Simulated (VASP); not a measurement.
A run of VASP 6.6.1:

INCAR

```
SYSTEM = BN
PREC = Accurate
ENCUT = 600
EDIFF = 1E-7
ISMEAR = 0
SIGMA = 0.01
LREAL = .False.
LASPH = .True.
NELM = 100
ALGO = Normal
ISIF = 3
LWAVE = .False.
LCHARG = .False.
GGA = PE
IVDW = 12
IBRION = 2
NSW = 80
EDIFFG = -0.001
```

Contents of KPOINTS:

```
regular mesh
0
Gamma
  12 12 12
  0 0 0
```

POSCAR

```
BN
1.0
    0.0000000000      3.3394821895      2.1688319106
    1.2538424675      0.0000000000      2.1688319106
    1.2538424675      3.3394821895      0.0000000000
B N
1 1
Direct
    0.0001068737      0.0001068737      0.9998931263
    0.6665931163      0.6665931163      0.3334068837
```

Potentials or basis: VASP PAW PBE potentials, release 64 (B, N).

Command:

```console
$ cat potpaw_PBE.64/B/POTCAR potpaw_PBE.64/N/POTCAR > POTCAR
$ mpirun -np 1 vasp_std > vasp.out
```

Hardware: 1 thread of Intel(R) Xeon(R) Platinum 8375C CPU @ 2.90GHz (Ice Lake), on a shared host.

Question: How long does it take, and how much memory?

Answer: It took 8.3 min on 1 thread of Intel(R) Xeon(R) Platinum 8375C CPU @ 2.90GHz (Ice Lake), on a shared host, peak memory 0.2 GiB. Counts: scf iterations 97, k points 280, ion steps 22.
